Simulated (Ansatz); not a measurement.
# Os (Fm-3m) in Ansatz: a series of runs, part 2 of 2

Ansatz 0.2.0. The steps go on from the part before.

**3. Single point, wPBEh, collinear spin, program default start, 14.13 Å³/atom (volume scaled by 0.96)**

Input file input.yaml:

```yaml
crystal:
  lattice:
    - [0.0, 1.9187129938, 1.9187129938]
    - [1.9187129938, 0.0, 1.9187129938]
    - [1.9187129938, 1.9187129938, 0.0]
  atoms:
    - { symbol: Os, position: [0.0, 0.0, 0.0] }
hamiltonian:
  xc: wpbeh
  pseudopotentials: { kind: paw, partial_waves: polarizable }
magnetization:
  spin_polarized: true
kpoints:
  mp_grid: { grid: [8, 8, 8] }
scf:
  occupations: { method: fermi_dirac, width: 0.05 }
output:
  forces: true
  stress: true
  eigenvalues: true
```

Potentials or basis: Ansatz PAW polarizable.

Launch:

```sh
$ ansatz run input.yaml --threads 1 --pin off --max-ram 2560MiB --backend cpu --events-out ev --progress --plain --runs-dir out
```

Run time: 26 s. Hardware: 1 thread of AMD EPYC 7R43 (Zen 3), shared host; peak memory 0.94 GiB.

Results (log left out):

```
Free energy            : -11375.0287 eV
Pressure               : -4.0 GPa
Band gap on the k mesh : none (metal or under the smearing width)
Net moment             : 0.00 μB per cell
Absolute moment        : 0.00 μB per cell
```

Caveat: the magnetic or orbital state may not be the lowest; the PAW data sets come from PBE, with cores solved anew for the run's functional, which leaves a small shift of forces and pressure; the thresholds are loose for stress.

**4. Single point, wPBEh, collinear spin, program default start, 14.42 Å³/atom (volume scaled by 0.98)**

input.yaml: that of step 3 with these lines changed.

```diff
@@ -2,5 +2,5 @@
   lattice:
-    - [0.0, 1.9187129938, 1.9187129938]
-    - [1.9187129938, 0.0, 1.9187129938]
-    - [1.9187129938, 1.9187129938, 0.0]
+    - [0.0, 1.9319459154, 1.9319459154]
+    - [1.9319459154, 0.0, 1.9319459154]
+    - [1.9319459154, 1.9319459154, 0.0]
   atoms:
```

Launch:

```sh
$ ansatz run input.yaml --threads 1 --pin off --max-ram 2560MiB --backend cpu --events-out ev --progress --plain --runs-dir out
```

Run time: 26 s. Hardware: 1 thread of AMD EPYC 7R43 (Zen 3), shared host; peak memory 0.96 GiB.

The run converged. Its results:

- Free energy: -11375.0137 eV
- Pressure: -12.2 GPa
- Band gap on the k mesh: none (metal or under the smearing width)
- Net moment: 0.00 μB per cell
- Absolute moment: 0.00 μB per cell

Caveat: the magnetic or orbital state may not be the lowest; the PAW data sets come from PBE, with cores solved anew for the run's functional, which leaves a small shift of forces and pressure; the thresholds are loose for stress.

**5. Single point, wPBEh, collinear spin, program default start, 14.72 Å³/atom**

input.yaml: that of step 4 with these lines changed.

```diff
@@ -2,5 +2,5 @@
   lattice:
-    - [0.0, 1.9319459154, 1.9319459154]
-    - [1.9319459154, 0.0, 1.9319459154]
-    - [1.9319459154, 1.9319459154, 0.0]
+    - [0.0, 1.945, 1.945]
+    - [1.945, 0.0, 1.945]
+    - [1.945, 1.945, 0.0]
   atoms:
@@ -20 +20,5 @@
   eigenvalues: true
+  write_density: true
+  write_potential: true
+  elf: true
+  volumetric_format: npy
```

Launch:

```sh
$ ansatz run input.yaml --threads 1 --pin off --max-ram 2560MiB --backend cpu --events-out ev --progress --plain --runs-dir out
```

Wall time 28 s (1 thread of AMD EPYC 7R43 (Zen 3), shared host); peak memory 0.94 GiB.

Results (log left out):

- Free energy: -11374.9845 eV
- Pressure: -19.5 GPa
- Band gap on the k mesh: none (metal or under the smearing width)
- Net moment: 0.00 μB per cell
- Absolute moment: 0.00 μB per cell

Caveat: the magnetic or orbital state may not be the lowest; the PAW data sets come from PBE, with cores solved anew for the run's functional, which leaves a small shift of forces and pressure; the thresholds are loose for stress.

**6. Single point, wPBEh, collinear spin, program default start, 15.01 Å³/atom (volume scaled by 1.02)**

input.yaml: that of step 5 with these lines changed.

```diff
@@ -2,5 +2,5 @@
   lattice:
-    - [0.0, 1.945, 1.945]
-    - [1.945, 0.0, 1.945]
-    - [1.945, 1.945, 0.0]
+    - [0.0, 1.9578811701, 1.9578811701]
+    - [1.9578811701, 0.0, 1.9578811701]
+    - [1.9578811701, 1.9578811701, 0.0]
   atoms:
@@ -20,5 +20 @@
   eigenvalues: true
-  write_density: true
-  write_potential: true
-  elf: true
-  volumetric_format: npy
```

Potentials or basis: Ansatz PAW polarizable.

Launch:

```sh
$ ansatz run input.yaml --threads 1 --pin off --max-ram 2560MiB --backend cpu --events-out ev --progress --plain --runs-dir out
```

Run time: 25 s. Hardware: 1 thread of AMD EPYC 7R43 (Zen 3), shared host; peak memory 0.93 GiB.

It converged, with:

| Property | Result |
| --- | --- |
| Free energy | -11374.9428 eV |
| Pressure | -25.9 GPa |
| Band gap on the k mesh | none (metal or under the smearing width) |
| Net moment | 0.00 μB per cell |
| Absolute moment | 0.00 μB per cell |

Caveat: the magnetic or orbital state may not be the lowest; the PAW data sets come from PBE, with cores solved anew for the run's functional, which leaves a small shift of forces and pressure; the thresholds are loose for stress.

**7. Single point, wPBEh, collinear spin, program default start, 15.30 Å³/atom (volume scaled by 1.04)**

input.yaml: that of step 6 with these lines changed.

```diff
@@ -2,5 +2,5 @@
   lattice:
-    - [0.0, 1.9578811701, 1.9578811701]
-    - [1.9578811701, 0.0, 1.9578811701]
-    - [1.9578811701, 1.9578811701, 0.0]
+    - [0.0, 1.9705950404, 1.9705950404]
+    - [1.9705950404, 0.0, 1.9705950404]
+    - [1.9705950404, 1.9705950404, 0.0]
   atoms:
```

Launch:

```sh
$ ansatz run input.yaml --threads 1 --pin off --max-ram 2560MiB --backend cpu --events-out ev --progress --plain --runs-dir out
```

It took 25 s on 1 thread of AMD EPYC 7R43 (Zen 3), shared host; peak memory 0.96 GiB.

The run converged. Its results:

```
Free energy            : -11374.8899 eV
Pressure               : -31.5 GPa
Band gap on the k mesh : none (metal or under the smearing width)
Net moment             : 0.00 μB per cell
Absolute moment        : 0.00 μB per cell
```

Caveat: the magnetic or orbital state may not be the lowest; the PAW data sets come from PBE, with cores solved anew for the run's functional, which leaves a small shift of forces and pressure; the thresholds are loose for stress.

**8. Single point, wPBEh, collinear spin, program default start, 15.60 Å³/atom (volume scaled by 1.06)**

input.yaml: that of step 7 with these lines changed.

```diff
@@ -2,5 +2,5 @@
   lattice:
-    - [0.0, 1.9705950404, 1.9705950404]
-    - [1.9705950404, 0.0, 1.9705950404]
-    - [1.9705950404, 1.9705950404, 0.0]
+    - [0.0, 1.9831469396, 1.9831469396]
+    - [1.9831469396, 0.0, 1.9831469396]
+    - [1.9831469396, 1.9831469396, 0.0]
   atoms:
@@ -20 +20,5 @@
   eigenvalues: true
+  write_density: true
+  write_potential: true
+  elf: true
+  volumetric_format: npy
```

Launch:

```sh
$ ansatz run input.yaml --threads 1 --pin off --max-ram 2560MiB --backend cpu --events-out ev --progress --plain --runs-dir out
```

Wall time 26 s (1 thread of AMD EPYC 7R43 (Zen 3), shared host); peak memory 0.97 GiB.

It converged, with:

* Free energy: -11374.8273 eV
* Pressure: -36.5 GPa
* Band gap on the k mesh: none (metal or under the smearing width)
* Net moment: 0.00 μB per cell
* Absolute moment: 0.00 μB per cell

Caveat: the magnetic or orbital state may not be the lowest; the PAW data sets come from PBE, with cores solved anew for the run's functional, which leaves a small shift of forces and pressure; the thresholds are loose for stress.

**9. Equation of state, wPBEh, collinear spin, zero start**

Potentials or basis: Ansatz PAW polarizable.

This step only gathers the single runs of the series.

Results:

| Property | Result |
| --- | --- |
| Equilibrium volume | 14.00 Å³/atom |
| Bulk modulus | 438 GPa |
| Pressure derivative of the bulk modulus | 4.8 |

Energy against volume, from the lowest point:
```csv
volume (Å³/atom),energy (meV/atom)
13.833,1.02
14.127,0.00
14.422,14.98
14.716,44.20
15.010,85.96
15.305,138.78
15.599,201.43
```

Caveat: the magnetic or orbital state may not be the lowest. Spin-orbit coupling is left out, which matters for the levels of Os.

**10. For comparison**

An earlier run on the cell as given: functional PBE; potentials or basis Ansatz PAW; cutoff 420 eV (not typed: the program's choice for these potentials); k mesh 12 × 12 × 12; occupations fermi-dirac, width 0.05 eV; no spin polarisation.

* Pressure: -10.0 GPa
* Band gap on the k mesh: none (metal or under the smearing width)
